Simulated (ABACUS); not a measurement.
W:

```xyz
1
Lattice="-1.5823 1.5823 1.5823 1.5823 -1.5823 1.5823 1.5823 1.5823 -1.5823" Properties=species:S:1:pos:R:3 pbc="T T T"
W     0.0000    0.0000    0.0000
```

- Program: ABACUS 3.10.1
- Task: single point
- Functional: PBE
- Potentials or basis: PseudoDojo NC SR 0.4.1 PBE standard
- Cutoff: 1007 eV
- Density cutoff: 4027 eV
- Basis: plane waves
- k mesh: 12 × 12 × 12
- Occupations: fermi-dirac, width 0.05 eV
- Spin: no spin polarisation

On this cell: pressure 6.0 GPa; band gap on the k mesh none (metal or under the smearing width).

The same run follows on a disturbed copy (cell strained at random at fixed volume):

```
CELL_PARAMETERS angstrom
-1.54480 1.61508 1.63102
1.57115 -1.54525 1.58754
1.54570 1.54614 -1.56120
ATOMIC_POSITIONS crystal
W 0.01093 0.00770 0.02297
```

What does the disturbed cell give?

The energy (extrapolated to zero smearing) moves by +23.2 meV/atom; pressure 6.2 GPa; band gap on the k mesh none (metal or under the smearing width).

Stress tensor (GPa, compression positive):
```
11.85  0.62 -2.17
 0.62  6.09 -6.30
-2.17 -6.30  0.64
```
